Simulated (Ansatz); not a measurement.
# WC (Qusongite) in Ansatz: the effect of target pressure

Crystal: WC (Qusongite).

```
W C
1.0
     2.90650    0.00000    0.00000
    -1.45325    2.51710    0.00000
     0.00000    0.00000    2.83660
W C
1 1
Direct
  0.00000 0.00000 0.00000
  0.66667 0.33333 0.50000
```

Alike in all runs:

```yaml
Program: Ansatz 0.2.0
Task: relaxation of cell and atoms
Functional: PBEsol
Potentials_or_basis: all-electron LAPW, scalar-relativistic
Basis_error_allowed: 0.001 eV/atom
k_mesh: 10 × 10 × 9
Occupations: fermi-dirac, width 0.05 eV
Spin: no spin polarisation
```

Each run relaxes the cell or the atoms first.

```csv
target pressure,relaxed volume (Å³/atom)
0 GPa,10.29
5 GPa,10.17
10 GPa,10.05
20 GPa,9.84
30 GPa,?
```

**Question.** What does the run with target pressure 30 GPa give?

**Answer.** Relaxed volume 9.65 Å³/atom.

Worked out: In Murnaghan's law V^(-B') rises as a straight line in P. The other rows fit best with B' = 4.1, V0 = 10.29 Å³/atom and B0 = 406 GPa, which gives 9.65 Å³/atom at 30 GPa, against the run's 9.65.
